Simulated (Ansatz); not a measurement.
A strain series on MgO (CsCl type): epitaxial in the xy plane

MgO in the CsCl-type structure, relaxed with r2SCAN in the plane-wave code Ansatz, then strained (epitaxial in the xy plane; changes of length per length, axes as in the cell below) with the atoms relaxed again within the symmetry that is left. It is cubic, Pm-3m (No. 221); a = 2.623 Å in the conventional setting, 9.03 Å³ an atom. Mg has 8 O at 2.27 Å; O has 8 Mg at 2.27 Å. The cell comes from a prototype generator: it can be a known phase or a hypothetical one. Spin polarisation is off.

```xyz
2
Lattice="2.6233 0.0000 0.0000 0.0000 2.6233 0.0000 0.0000 0.0000 2.6233" Properties=species:S:1:pos:R:3 pbc="T T T"
Mg    0.0000    0.0000    0.0000
O     1.3117    1.3117    1.3117
```

Gaps are the least over each mesh (PBE 10×10×10, r2SCAN 10×10×10, HSE06 6×6×6 when unstrained) and the special points, which keep their unstrained names; stress is the change from the unstrained cell, compression positive.

| strain (%) | free normal strain (%) | gap, PBE (eV) | gap, r2SCAN (eV) | gap, HSE06 (eV) | edges, HSE06 | in-plane stress, r2SCAN (GPa) | energy rise, r2SCAN (meV/atom) |
| --- | --- | --- | --- | --- | --- | --- | --- |
| -3.21 | -0.70 | 3.219 | 4.104 | 4.862 | M → Γ | +20.06 | 33.5 |
| -1.2 | -0.27 | 2.857 | 3.721 | 4.445 | M → Γ | +6.78 | 4.5 |
| -0.85 | -0.19 | 2.794 | 3.654 | 4.373 | M → Γ | +4.72 | 2.2 |
| 0.0 | 0.00 | 2.640 | 3.492 | 4.196 | M → Γ | 0.00 | 0.0 |

The meshes of the hybrids are coarse, so their gaps aren't converged to the digits shown.
